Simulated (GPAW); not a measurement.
Runs of GPAW 26.7.0 on I. It takes space group Cmce (No. 64, orthorhombic). Conventional cell: a = 7.270 Å, b = 4.790 Å, c = 9.793 Å, α = 90.00°, β = 90.00°, γ = 90.00°. I (site symmetry m) is surrounded by 1 I at 2.68 Å. 

```tsv
level	potentials or basis	gap on the mesh (eV)
AM05	PAW data sets generated in the run's folder for this functional, pw	1.27
PBE	GPAW PAW data sets (gpaw-data 1.2.1), pw	(a)
LDA	the program's PAW data sets (release 1.2.1) made for this functional, pw	1.20
PBEsol	PAW data sets generated in the run's folder for this functional, pw	1.25
```

Alike in all rows: task optical spectrum; no spin polarisation; cell as given; k mesh 6 × 6 × 3; cutoff (eV) 450; smearing fermi-dirac 0.001 eV.

Problem. Fill in the values left out.

Solution. (a) 1.30.

Caveats: with so narrow a direct gap the onset needs a denser k mesh; the long-wavelength limit can be off by a per cent or two; spin-orbit coupling is left out, which moves the levels of the heavy elements; an odd mesh through Γ misses points on the zone boundary, where band edges often lie.

A k mesh can miss the band edges, and the runs leave out spin-orbit coupling on I.

Not every run made on this cell is shown here.
